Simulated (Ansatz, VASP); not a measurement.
## One calculation of Al2Ru, two programs

```
Al Ru
1.0
     0.00000    3.46051    3.46051
     3.46051    0.00000    3.46051
     3.46051    3.46051    0.00000
Al Ru
4 2
Direct
  0.62500 0.62500 0.62500
  0.12500 0.62500 0.62500
  0.62500 0.62500 0.12500
  0.62500 0.12500 0.62500
  0.00000 0.00000 0.00000
  0.25000 0.25000 0.25000
```

Alike in both runs: task single point; functional r2SCAN; k mesh 4 × 4 × 4; occupations gaussian, width 0.1 eV; no spin polarisation.

|  | VASP | Ansatz |
| --- | --- | --- |
| version | VASP 6.6.1 | Ansatz 0.2.0 |
| potentials or method | VASP PAW PBE potentials, release 64 (Al, Ru_pv) | scalar-relativistic, plane waves, PAW |
| plane-wave cutoff (eV) | 520 | 500 |
| valence electrons in the cell | 40 | 44 |

VASP gave:

| Item | Value |
| --- | --- |
| gap on the k mesh at the Fermi level (eV) | none |
| pressure (GPa) | 1.7 |

Question: Estimate Ansatz's values.

Answer: gap on the k mesh at the Fermi level (eV): none; pressure (GPa): 1.9.

A gap of «none» marks a metal or a gap that the smearing closes. The functional is the same, so the differences come from potentials, cutoffs and numerics. The two sets of potentials don't hold the same shells in valence.

Caveats: the k mesh is coarse (spacing up to 0.39 Å⁻¹), so the values aren't converged; the PAW data sets were made with another functional, which shifts forces and pressure a little (VASP).
